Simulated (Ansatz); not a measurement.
Runs of Ansatz 0.2.0 on Tl. The structure is hexagonal, space group P6_3/mmc (No. 194). The conventional cell has a = 3.456 Å, b = 3.456 Å, c = 5.525 Å, α = 90.00°, β = 90.00°, γ = 120.00°. Tl (site symmetry -6m2) is surrounded by 12 Tl at 3.41 to 3.46 Å. 

| level | gap on the mesh (eV) | pressure (GPa) | relaxed volume (Å³/atom) |
| --- | --- | --- | --- |
| PBEsol+D4 | none | 0.0 | 27.74 |
| PBEsol | none | 0.0 | 28.64 |
| PBEsol+D3(BJ) | none | 0.0 | (a) |
| PBEsol+D3(BJ)-ATM | none | 0.0 | 27.17 |

Alike in all rows: task relaxation of cell and atoms; potentials or basis Ansatz PAW; no spin polarisation; cell relaxed; k mesh 9 × 9 × 5; cutoff (eV) 420; smearing fermi-dirac 0.05 eV.

**Question.** Fill in the values left out.

**Answer.** (a) 27.03.

Caveats: the plane-wave basis is chosen anew once the cell has moved, so the energies of steps on either side of that aren't comparable; the PAW data sets come from PBE, with cores solved anew for the run's functional, which leaves a small shift of forces and pressure; pairwise dispersion overbinds metals, which lowers pressure and volume (some runs).

A k mesh can miss the band edges, and the runs leave out spin-orbit coupling on Tl.

A gap of «none» marks a metal or a gap under the smearing width.

Runs at the PBE level aren't shown here.
